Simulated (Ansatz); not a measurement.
# Li2S: the cost of one run

Computed with the Python package of Ansatz 0.2.0. Level of theory: DFT PBEsol, plane waves, PAW.

The COD entry's cell or inner coordinates are ideal or old and differ from later refinements, so a difference from it is no clean test against experiment.

## 1. Starting point

The structure is cubic, space group Fm-3m (No. 225). The conventional cell has a = 5.689 Å, b = 5.689 Å, c = 5.689 Å, α = 90.00°, β = 90.00°, γ = 90.00°. Li (site symmetry -43m) is surrounded by 4 S at 2.46 Å. S (site symmetry m-3m) has 8 Li at 2.46 Å as nearest neighbours.

The script holds or builds the structure itself.

## 2. The code

li2s.py reads:

```python
# -*- coding: utf-8 -*-
"""Migration path of a vacancy in Li2S."""

import ansatz as az
import numpy as np

system = (
    az.Lattice.of((0.0, 2.8445, 2.8445), (2.8445, 0.0, 2.8445), (2.8445, 2.8445, 0.0))
    .atom("Li", (0.25, 0.25, 0.25))
    .atom("Li", (0.75, 0.75, 0.75))
    .atom("S", (0.0, 0.0, 0.0))
)
start = system.supercell(2, 1, 1).vacancy("Li", at=(0.25, 0.25, 0.25)).resolved()
empty = np.array((0.125, 0.25, 0.25))
# the nearest atom of the same element hops into the empty site
cell = np.array(start.lattice.vectors)
apart = np.array([site.position for site in start.sites]) - empty
apart -= np.round(apart)
distance = [np.linalg.norm(d @ cell) if site.symbol == "Li" else np.inf for d, site in zip(apart, start.sites)]
hopper = int(np.argmin(distance))
end = start.move(hopper, to=np.array(start.sites[hopper].position) - apart[hopper])
print(f"atom {hopper} (Li) hops {distance[hopper]:.3f} A")

base = (
    start.calculation()
    .functional("pbesol")
    .basis(18 * az.Ha)
    .kpoints(mesh=(4, 4, 4))
    .occupations("fermi_dirac", width=0.05)
    .neb(to=end, images=3, force_tolerance=0.05, max_iterations=40, relax_end_points=True, initial_path="idpp")
)
steps = []


def follow(event):
    if event["event"] != "neb_iteration":
        return
    row = event["data"]
    steps.append(row)
    print(f"round {row['iteration']:2d}  largest force on the band {row['band_force_max_ev_ang']:.3f} eV/A")


done = base.session().plan(threads=1).execute(on_event=follow)
summary = done.report
band = done.neb_path()
energy = np.array([image.lagrangian_ev for image in band.images])

print("energies along the path (meV):", np.round(1000 * (energy - energy[0]), 1))
print("path coordinate (A):", [round(image.path_coordinate_ang, 3) for image in band.images])
print(f"barrier forwards {energy.max() - energy[0]:.3f} eV, backwards {energy.max() - energy[-1]:.3f} eV")
moving = np.array([image.positions_ang for image in band.images])
atom = int(np.argmax(np.linalg.norm(moving[-1] - moving[0], axis=1)))
for xyz in moving[:, atom]:
    print("  mover at", np.round(xyz, 3) + 0.0)
```

## 3. Launch

Started as:

```sh
> python li2s.py
```

What time and memory should one allow on 1 thread of Arm Neoverse V2, shared host?

About 8.5 min, with a peak of 0.52 GiB.
